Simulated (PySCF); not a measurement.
## C7H8O: full NMR table

- Formula: C7H8O
- SMILES: OCc1ccccc1
- InChI: InChI=1S/C7H8O/c8-6-7-4-2-1-3-5-7/h1-5,8H,6H2
- Point group of the computed structure: C1
- Degrees of unsaturation: 4
- Carbon signals: 5
- Proton signals: 5

Bonds (- single, = double, # triple, : aromatic): O1-C2, C2-C3, C3:C4, C4:C5, C5:C6, C6:C7, C7:C8, C8:C3. O1 carries H9; C2 carries H10, H11; C4 carries H12; C5 carries H13; C6 carries H14; C7 carries H15; C8 carries H16.

[PySCF 2.14: PBE0-D3(BJ)/def2-TZVP structure; B97-2/pcSseg-2 with gauge-including orbitals; non-relativistic Hamiltonian; in vacuum; one averaged value for each set of equivalent atoms; single conformer]

δ = σ(ref) − σ, references computed at the same level: 1H, 13C vs TMS; 17O against H2O.

| carbon | δC, type | δH (multiplicity) | HMBC from (2–3 bonds) | span of the C tensor (ppm) |
| --- | --- | --- | --- | --- |
| C2 | 72.0, CH2 | 4.79 (s) | H12/H16 | 64 |
| C3 | 151.7, C | – | H12/H16, H13/H15, H10/H11 | 229 |
| C4/C8 | 133.0, CH | 7.76 (m) | H12/H16, H13/H15, H14, H10/H11 | 228 |
| C5/C7 | 135.2, CH | 7.63 (m) | H12/H16, H13/H15, H14 | 237 |
| C6 | 134.2, CH | 7.55 (m) | H12/H16, H13/H15 | 234 |

Other nuclei:
```csv
atoms,nucleus,environment,δ (ppm),σ (ppm)
H9,1H,hydrogen on an alcohol oxygen,0.48,31.16
O1,17O,alcohol oxygen,43.3,284.4
```

1. Carbon types of the structure: 1 × C, 5 × CH, 1 × CH2, leaving 1 H on heteroatoms.
2. δC 151.7: substituted aromatic carbon.
3. δC 135.2, 134.2, 133.0: aromatic CH; the aromatic region.
4. δC 72.0: sp3 CH2 bonded to O, on an aromatic ring; the inductive effect lowers its shielding.
5. δH 7.76, 7.63, 7.55: hydrogen on an aromatic CH; aromatic region.
6. δH 0.48: hydrogen on an alcohol oxygen; labile proton, position sensitive to the medium.

OH and NH positions are those of a molecule without intermolecular hydrogen bonds; in solution they move with solvent, concentration and temperature, and exchange usually removes their couplings. Shifts are as computed. Against solution values, carbons near 30 ppm lie about +3 ppm off and those near 130 ppm about +7 ppm. Of 1309 compounds with measured shifts, 239 miss one by over three times the rms of a fit or turn the order of signals round; such compounds aren't used in these exercises. Experimental scales use liquid or dissolved standards, which lie at an offset from isolated H2O (liquid H2O: subtract about 36 ppm). Multiplicities follow the n + 1 count of equivalent neighbours, as no J values were calculated; m marks all less simple cases, F and P coupling included.
